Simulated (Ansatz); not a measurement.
Input of an Ansatz 0.2.0 run:

The input input.yaml:

```yaml
crystal:
  lattice:
    - [0.0, 2.74607, 2.74607]
    - [2.74607, 0.0, 2.74607]
    - [2.74607, 2.74607, 0.0]
  atoms:
    - { symbol: In, position: [0.0, 0.0, 0.0] }
    - { symbol: Pd, position: [0.5, 0.5, 0.5] }
hamiltonian:
  xc: pbe
  pseudopotentials: { kind: paw }
kpoints:
  mp_grid: { grid: [6, 6, 6] }
  band_path:
    path:
      - [[0.0, 0.0, 0.0], [0.5, 0.0, 0.5], [0.5, 0.25, 0.75], [0.375, 0.375, 0.75], [0.0, 0.0, 0.0], [0.5, 0.5, 0.5], [0.625, 0.25, 0.625], [0.5, 0.25, 0.75], [0.5, 0.5, 0.5], [0.375, 0.375, 0.75]]
      - [[0.625, 0.25, 0.625], [0.5, 0.0, 0.5]]
    npoints: 14
scf:
  occupations: { method: fermi_dirac, width: 0.05 }
  n_extra_bands: 6
output:
  forces: true
  stress: true
  eigenvalues: true
  fatbands: false
```

Potentials or basis: Ansatz PAW.

The run is started by

```console
$ ansatz run input.yaml --threads 2 --pin off --max-ram 5632MiB --backend cpu --events-out ev --progress --plain --runs-dir out
```

(1) What does it give for the band gap on the k mesh?

(2) Estimate the pressure.

## Answers

(1) none (metal or under the smearing width).

(2) 0.1 GPa.

Caveat: spin-orbit coupling is left out, which moves the levels of the heavy elements.
